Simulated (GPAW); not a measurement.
CdSe:

```
Cd Se
1.0
     0.00000    3.07027    3.07027
     3.07027    0.00000    3.07027
     3.07027    3.07027    0.00000
Cd Se
1 1
Cartesian
  0.0000 0.0000 0.0000
  1.5351 1.5351 1.5351
```

Measurements of this composition are mostly on another form, of space group No. 186.

- Program: GPAW 26.7.0
- Task: relaxation of cell and atoms
- Functional: revPBE
- Potentials or basis: the program's PAW data sets (release 1.2.1) made for this functional
- Cutoff: 600 eV
- Basis: pw
- k mesh: 8 × 8 × 8
- Occupations: fermi-dirac, width 0.05 eV
- Spin: no spin polarisation

At the start: pressure 2.5 GPa; volume 28.94 Å³/atom.

Question: How do energy, volume and symmetry change on relaxing?

Answer: Over 8 steps the energy falls by 11.7 meV/atom and the volume is 30.56 Å³/atom (+5.6 %); space group F-43m (No. 216, to 0.05 Å).

Step by step:
```csv
step,energy change (eV),largest force (eV/Å),pressure (GPa),volume (Å³)
1,0.0000,0.0000,2.47,57.88
2,-0.0056,0.0000,2.12,58.27
3,-0.0139,0.0000,1.51,59.00
4,-0.0209,0.0000,0.74,59.99
5,-0.0233,0.0000,-0.06,61.13
6,-0.0233,0.0000,-0.06,61.12
7,-0.0233,0.0000,-0.05,61.12
8,-0.0233,0.0000,-0.05,61.11
```

Final structure:
```yaml
crystal:
  lattice:
    - [0.00000, 3.12630, 3.12630]
    - [3.12630, 0.00000, 3.12630]
    - [3.12630, 3.12630, 0.00000]
  atoms:
    - { symbol: Cd, position: [0.00000, 0.00000, 0.00000] }
    - { symbol: Se, position: [0.25000, 0.25000, 0.25000] }
```

Caveat: later steps reuse the first step's grids.
